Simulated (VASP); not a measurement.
# Si (P6/mmm) in VASP: a series of runs, part 2 of 2

VASP 6.6.1. Earlier steps stand in the parts before.

## (3) Relaxation of shape and atoms at fixed volume, PBE (a relaxed cell with its volume scaled by 0.94)

Input file INCAR:

```
PREC = Accurate
ENCUT = 300
EDIFF = 1E-7
ISMEAR = 1
SIGMA = 0.1
LREAL = F
LASPH = T
NELM = 80
ALGO = Normal
ISIF = 4
LWAVE = F
LCHARG = F
GGA = PE
IBRION = 2
NSW = 40
EDIFFG = -0.01
```

Input file KPOINTS:

```
regular mesh
0
Gamma
  9 9 8
```

Input file POSCAR:

```
Si                                      
1.0
    2.5768084975      0.0000000000      0.0000000000
   -1.2884042489      2.2315816196      0.0000000000
    0.0000000000      0.0000000000      2.4476906768
  Si            
     1
Direct
     0.0000000000000000    0.0000000000000000    0.0000000000000000
```

Potentials or basis: VASP PAW PBE potentials, release 64 (Si).

Started as:

```sh
$ cat potpaw_PBE.64/Si/POTCAR > POTCAR
$ mpirun -np 1 vasp_std > vasp.out
```

OUTCAR:

```text
PREC = Accurate
   ENCUT = 300
   EDIFF = 1E-7
   ISMEAR = 1
   LREAL = F
   LASPH = T
   NELM = 80
   ISIF = 4
   GGA = PE
   IBRION = 2
   NSW = 40
   EDIFFG = -0.01

 ion  position               nearest neighbor table
   1  0.000  0.000  0.000-

  LATTYP: Found a hexagonal cell.
 ALAT       =     2.5768084975
 C/A-ratio  =     0.9498923491

  Lattice vectors:

 A1 = (   2.5768084975,   0.0000000000,   0.0000000000)
 A2 = (  -1.2884042489,   2.2315816196,   0.0000000000)
 A3 = (   0.0000000000,   0.0000000000,   2.4476906768)

Analysis of symmetry for initial positions (statically):
=====================================================================
 Subroutine PRICEL returns:
 Original cell was already a primitive cell.

 Routine SETGRP: Setting up the symmetry group for a
 hexagonal supercell.

 Subroutine GETGRP returns: Found 24 space group operations
 (whereof 24 operations were pure point group operations)
 out of a pool of 24 trial point group operations.

The static configuration has the point symmetry D_6h.

Analysis of symmetry for dynamics (positions and initial velocities):
[... 160 lines left out ...]
 E-fermi :  10.3416     XC(G=0): -11.2386

 val. band max:       10.3346023949   @ k =   0.3333   0.2222   0.5000
 cond. band min:      10.3808887342   @ k =   0.2222   0.1111   0.2500
 fundamental gap:      0.0462863393
 Fermi energy:        10.3415692866

 k-point     1 :       0.0000    0.0000    0.0000
  band No.  band energies     occupation
      1      -4.2829      2.00000
      2      17.6900      0.00000
      3      18.2419      0.00000
      4      21.2515      0.00000
      5      21.2515      0.00000
      6      22.8212      0.00000
[... 199 lines left out ...]
 k-point    24 :       0.3333    0.3333    0.1250
  band No.  band energies     occupation
      1       5.0060      2.00000
      2       5.8051      2.00000
      3       5.8051      2.00000
      4      21.0792      0.00000
      5      23.8831      0.00000
      6      23.8831      0.00000

 [... further k-points ...]

------------------------ aborting loop because EDIFF is reached ----------------------------------------

  FORCE on cell =-STRESS in cart. coord.  units (eV):
  Direction    XX          YY          ZZ          XY          YZ          ZX
  --------------------------------------------------------------------------------------
  -------------------------------------------------------------------------------------
  Total        0.6797550      0.6797550      0.6859562     -0.0000000      0.0000000      0.0000000
  in kB       77.3769368     77.3769368     78.0828206     -0.0000000      0.0000000      0.0000000
  external PRESSURE =      77.6122314 kB  Pullay stress =       0.0000000 kB

 VOLUME and BASIS-vectors are now :
 -----------------------------------------------------------------------------
  energy-cutoff  :      300.00
  volume of cell :       14.08
      direct lattice vectors                 reciprocal lattice vectors
     2.576808498  0.000000000  0.000000000     0.388076957  0.224056336  0.000000000
    -1.288404249  2.231581620  0.000000000     0.000000000  0.448112671  0.000000000
     0.000000000  0.000000000  2.447690677     0.000000000  0.000000000  0.408548355

 POSITION                                       TOTAL-FORCE (eV/Angst)
 -----------------------------------------------------------------------------------
      0.00000      0.00000      0.00000        -0.000000      0.000000      0.000000
 -----------------------------------------------------------------------------------
    total drift:                                0.000000     -0.000000      0.000000

  FREE ENERGIE OF THE ION-ELECTRON SYSTEM (eV)
  ---------------------------------------------------
  free  energy   TOTEN  =        -5.0612966855 eV

  energy  without entropy=       -5.0603749522  energy(sigma->0) =       -5.06098944

 reached required accuracy - stopping structural energy minimisation
```

It took 2.2 s on 1 thread of Intel Xeon Platinum 8488C (Sapphire Rapids), shared host; peak memory 0.1 GiB.

Results:

| Item | Value |
| --- | --- |
| Free energy | -5.0613 eV |
| Pressure after relaxing | 7.8 GPa |
| Band gap on the k mesh | none (metal or under the smearing width) |

Final structure:
```
Si
1.0
     2.57681    0.00000    0.00000
    -1.28840    2.23158    0.00000
     0.00000    0.00000    2.44769
Si
1
Cartesian
  0.0000 0.0000 0.0000
```

Caveat: the cutoff is under 1.25 times the usual one of these potentials, so pressure, stress and relaxed cells hold a basis-set (Pulay) error; the relaxation stopped at its first step, so nothing moved.

## (4) Relaxation of shape and atoms at fixed volume, PBE (a relaxed cell with its volume scaled by 0.96)

INCAR is that of step 3.

KPOINTS is that of step 3.

Input file POSCAR:

```
Si                                      
1.0
    2.5949556341      0.0000000000      0.0000000000
   -1.2974778172      2.2472975009      0.0000000000
    0.0000000000      0.0000000000      2.4649285030
  Si            
     1
Direct
     0.0000000000000000    0.0000000000000000    0.0000000000000000
```

Started as:

```sh
$ cat potpaw_PBE.64/Si/POTCAR > POTCAR
$ mpirun -np 1 vasp_std > vasp.out
```

Wall time 2.8 s (1 thread of Intel Xeon Platinum 8488C (Sapphire Rapids), shared host); peak memory 0.1 GiB.

It converged, with:

| Item | Value |
| --- | --- |
| Free energy | -5.0739 eV |
| Pressure after relaxing | 4.9 GPa |
| Band gap on the k mesh | none (metal or under the smearing width) |

Stress tensor (GPa, compression positive):
```
4.86 0.00 0.00
0.00 4.86 0.00
0.00 0.00 4.95
```

Final structure:
```cif
data_structure
_symmetry_space_group_name_H-M 'P 1'
_symmetry_Int_Tables_number 1
_cell_length_a 2.5950
_cell_length_b 2.5950
_cell_length_c 2.4649
_cell_angle_alpha 90.000
_cell_angle_beta 90.000
_cell_angle_gamma 120.000
_cell_volume 14.37
loop_
_atom_site_label
_atom_site_type_symbol
_atom_site_fract_x
_atom_site_fract_y
_atom_site_fract_z
_atom_site_occupancy
Si1 Si 0.00000 0.00000 0.00000 1
```

Levels at points of the mesh, in eV from the Fermi level:
```
           k point  band 1  band 2  band 3  band 4  band 5  band 6
(0.00, 0.00, 0.00)  -14.42    7.34    7.76   10.68   10.68   12.41
(0.00, 0.00, 0.50)   -9.53   -7.47   14.31   14.31   15.12   15.12
```

Caveat: the cutoff is under 1.25 times the usual one of these potentials, so pressure, stress and relaxed cells hold a basis-set (Pulay) error; the relaxation stopped at its first step, so nothing moved.

## (5) Overview

| task | cell | gap on the mesh (eV) | pressure (GPa) |
| --- | --- | --- | --- |
| relaxation of cell and atoms | relaxed | none | 0.0 |
| relaxation of shape and atoms at fixed volume | atoms relaxed at fixed volume from: a relaxed cell with its volume scaled by 0.94 | none | 7.8 |
| relaxation of shape and atoms at fixed volume | atoms relaxed at fixed volume from: a relaxed cell with its volume scaled by 0.96 | none | 4.9 |

Alike in all rows: level PBE; potentials or basis VASP PAW PBE potentials, release 64 (Si); no spin polarisation; k mesh 9 × 9 × 8; cutoff (eV) 300; smearing methfessel-paxton 0.1 eV.

Caveats: the cutoff is under 1.25 times the usual one of these potentials, so pressure, stress and relaxed cells hold a basis-set (Pulay) error; the relaxation stopped at its first step, so nothing moved.

Total energies depend on the potentials used, so only differences within one code and one set of settings carry meaning.
